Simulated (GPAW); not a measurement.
## Ag: relaxation of cell and atoms with PBEsol+D3

The system is Ag.

```
Ag
1.0
    -1.65565    1.65565    1.65565
     1.65565   -1.65565    1.65565
     1.65565    1.65565   -1.65565
Ag
1
Direct
  0.00000 0.00000 0.00000
```

This isn't the form of Ag at room conditions, which is fcc.

* Program: GPAW 26.7.0
* Task: relaxation of cell and atoms
* Functional: PBEsol
* Dispersion: D3
* Potentials or basis: PAW data sets generated in the run's folder for this functional
* Cutoff: 600 eV
* Basis: pw
* k mesh: 11 × 11 × 11
* Occupations: fermi-dirac, width 0.05 eV
* Spin: no spin polarisation
* Maxiter: 150
* Optimizer: BFGS
* Fmax: 0.02 eV/Å
* Max steps: 60
* Convergence: density=1e-05 forces=0.0001

The relaxed volume is 16.32 Å³/atom. The relaxed cell is a = 2.768 Å, b = 2.768 Å, c = 2.768 Å, α = 109.47°, β = 109.47°, γ = 109.47°, the space group after relaxing (to 0.05 Å) is Im-3m (No. 229) and the energy gained by relaxing is 61.8 meV/atom. The ionic steps are 4 and the pressure after relaxing is -0.2 GPa. The band gap on the k mesh is none (metal or under the smearing width) and the dispersion energy per atom is -0.411 eV.

The path:
```csv
step,energy change (eV),largest force (eV/Å),pressure (GPa),volume (Å³)
1,0.0000,0.0000,-9.52,18.15
2,-0.0407,0.0000,-6.20,17.33
3,-0.0605,0.0000,1.76,16.07
4,-0.0618,0.0000,-0.20,16.32
```

Final structure:
```
Ag
1.0
    -1.59800    1.59800    1.59800
     1.59800   -1.59800    1.59800
     1.59800    1.59800   -1.59800
Ag
1
Direct
  0.00000 0.00000 0.00000
```

Levels at points of the mesh, in eV from the Fermi level:
| k point | band 5 | band 6 | band 7 | band 8 | band 9 | band 10 | band 11 | band 12 | band 13 | band 14 |
| --- | --- | --- | --- | --- | --- | --- | --- | --- | --- | --- |
| (0.00, 0.00, 0.00) | -5.01 | -5.01 | -5.01 | -3.56 | -3.56 | 18.38 | 18.38 | 18.38 | 24.70 | 24.70 |

It took 34 s on 1 thread of Arm Neoverse V2, on a shared host, peak memory 0.17 GiB.

Caveat: later steps reuse the first step's grids; pairwise dispersion overbinds metals, which lowers pressure and volume.
